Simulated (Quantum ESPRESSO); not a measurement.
Crystal: Rh.

```
CELL_PARAMETERS angstrom
0.00000 1.89785 1.89785
1.89785 0.00000 1.89785
1.89785 1.89785 0.00000
ATOMIC_POSITIONS crystal
Rh 0.00000 0.00000 0.00000
```

* Program: Quantum ESPRESSO 7.5
* Task: phonon dispersion
* Functional: PBE
* Potentials or basis: GBRV 1.5 PBE
* Cutoff: 612 eV
* Density cutoff: 4898 eV
* k mesh: 10 × 10 × 10
* Occupations: cold, width 0.2 eV
* Spin: no spin polarisation
* Mixing beta: 0.5
* Most SCF iterations: 120
* SCF threshold: 2e-10 Ry
* q mesh: 2 × 2 × 2

The cell and the atoms were relaxed first, to 14.07 Å³/atom (a = 2.709 Å, b = 2.709 Å, c = 2.709 Å, α = 60.00°, β = 60.00°, γ = 60.00°), and the response was taken there.

Task: Is this structure dynamically stable at this level, and how far does the spectrum reach?

Result: Yes, as far as this q mesh shows: no mode on the path is imaginary. The highest frequency is 240 cm⁻¹.

Phonon frequencies at the corners of the path (cm⁻¹, interpolated; i marks imaginary ones):
| point | frequencies |
| --- | --- |
| Γ | 0 0 0 |
| X | 174 174 227 |
| W | 178 206 206 |
| K | 165 200 216 |
| L | 139 139 240 |
| U | 165 200 216 |

Harmonic thermodynamics per atom at this volume (zero-point energy 31.4 meV, Debye temperature from the second moment 322 K):
```csv
T (K),free energy (meV),entropy (k_B),heat capacity Cv (k_B)
50,31.1,0.23,0.66
100,28.4,1.10,1.88
200,11.5,2.71,2.64
298.15,-16.3,3.81,2.83
500,-96.5,5.30,2.94
800,-252.9,6.69,2.98
```

Phonon states per cell in windows of 20 cm⁻¹ (negative: imaginary):
```
from (cm⁻¹)  total
          0   0.00
         20   0.00
         40   0.02
         60   0.04
         80   0.08
        100   0.15
        120   0.32
        140   0.60
        160   0.60
        180   0.38
        200   0.50
        220   0.29
```

A q mesh this small can miss soft modes between its points.

Caveat: the mesh is thin for the phonons of a metal; the q mesh is small, so phonon branches between its points and thermal values are rough.
